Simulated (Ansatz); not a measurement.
RbBr (Fm-3m): volume and gaps against pressure

```
CELL_PARAMETERS angstrom
3.42492 3.42492 0.00000
-3.42492 3.42492 0.00000
0.00000 3.42492 3.42492
ATOMIC_POSITIONS crystal
Rb 0.00000 0.00000 0.00000
Br 0.50000 0.50000 0.00000
```

This is the zero-pressure cell under PBEsol. Cell and atoms are relaxed by PAW (default files of Ansatz 0.2.0, cutoff 420 eV, stress met within about 0.05 GPa) at each pressure, in this structure whether or not another phase would take over; P is the pressure reached, less that of this cell. Levels come from PBEsol, all-electron LAPW in Ansatz 0.2.0, with spin-orbit coupling; k mesh 6×6×6, fixed occupations, basis error target 0.5 meV/atom. Conduction levels are in eV over the valence top (at Γ), at fixed fractional wave vectors.

```
P (GPa)    V/V₀      Γ      X      L
  -1.92  1.3572  3.488  5.539  5.804
   0.00  1.0000  4.056  5.339  6.513
   2.01       ?      ?      ?      ?
   4.01  0.8334  4.518  5.018  6.923
   7.01  0.7708  4.754  4.825  7.087
  10.02  0.7264  4.951  4.652  7.206
  15.02  0.6737  5.224  4.398  7.346
```

Question: Fit the third-order Birch-Murnaghan equation to the rows shown.

Answer: With f = [(V₀/V)^(2/3) − 1]/2, the normalised pressure F = P/[3f(1 + 2f)^(5/2)] is 11.6 GPa at f = -0.0921, 15.3 GPa at f = 0.0646, 16.0 GPa at f = 0.0948, 16.5 GPa at f = 0.1188, 17.2 GPa at f = 0.1506. The line F = B₀[1 + (3/2)(B′ − 4)f] gives B₀ = 13.7 GPa and B′ = 5.1.

Question: What are the volume deformation potentials and pressure coefficients of these levels at zero pressure?

Answer: 

| level | dE/dlnV (eV) | dE/dP = −(dE/dlnV)/B₀ (meV/GPa) | mean slope up to 4.0 GPa (meV/GPa) |
| --- | --- | --- | --- |
| Γ | -2.23 | 162.6 | 115.2 |
| X | 1.29 | -93.8 | -79.9 |
| L | -2.32 | 168.7 | 102.3 |

dE/dlnV is the slope of a cubic fit in ln V at V₀. The last column is read from two rows and shows how the slope bends with pressure.

Question: What belongs in the row at 2.01 GPa?

Answer: The fits give V/V₀ = 0.8955 and Γ = 4.322 eV. Computed: V/V₀ = 0.8956, Γ = 4.322, X = 5.166, L = 6.764.

Question: Where does the lowest conduction level change its place?

Answer: From Γ to X near 7.6 GPa, by linear interpolation between the computed rows. Errors in the spacing of the valleys shift these pressures.

Caveats: no other phase was computed; many crystals of this kind change structure within this range, and rows or crossings beyond such a change describe a metastable lattice; the frozen-core PAW files of the relaxations were fitted under PBE, their cores solved anew for this functional; semilocal gaps are low, and the spacing of valleys can be off by tenths of an eV; levels are read at fixed fractional k, so an edge that moves off these points is missed.
